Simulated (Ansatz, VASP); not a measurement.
# C in VASP and in Ansatz

```
CELL_PARAMETERS angstrom
0.00000 1.77690 1.70583
1.77690 0.00000 1.70583
1.77690 1.77690 0.00000
ATOMIC_POSITIONS crystal
C 0.50000 0.50000 0.50000
C 0.75000 0.75000 0.75000
```

Change from the starting cell: strain +0.000 along x and y, -0.040 along z, atoms carried along.

Alike in both runs: task single point; functional PBEsol; k mesh 12 × 12 × 12; occupations gaussian, width 0.05 eV; no spin polarisation.

```csv
,VASP,Ansatz
version,VASP 6.6.1,Ansatz 0.2.0
potentials or method,"VASP PAW PBE potentials, release 64 (C)","scalar-relativistic, plane waves, PAW"
plane-wave cutoff (eV),520,420
valence electrons in the cell,8,8
```

```tsv
	VASP	Ansatz	Ansatz less VASP
gap on the k mesh at the Fermi level (eV)	3.11	3.11	+0.006
least direct gap on the mesh (eV)	4.95	4.95	+0.003
pressure (GPa)	21.1	19.8	-1.31
largest component of the traceless stress (GPa)	25.24	25.28	+0.039
```

Caveats: so large a pressure means that the cell lies far from this level's equilibrium, or that cutoff or potentials fall short (VASP); the potentials were made for another functional, which shifts forces and pressure (VASP).
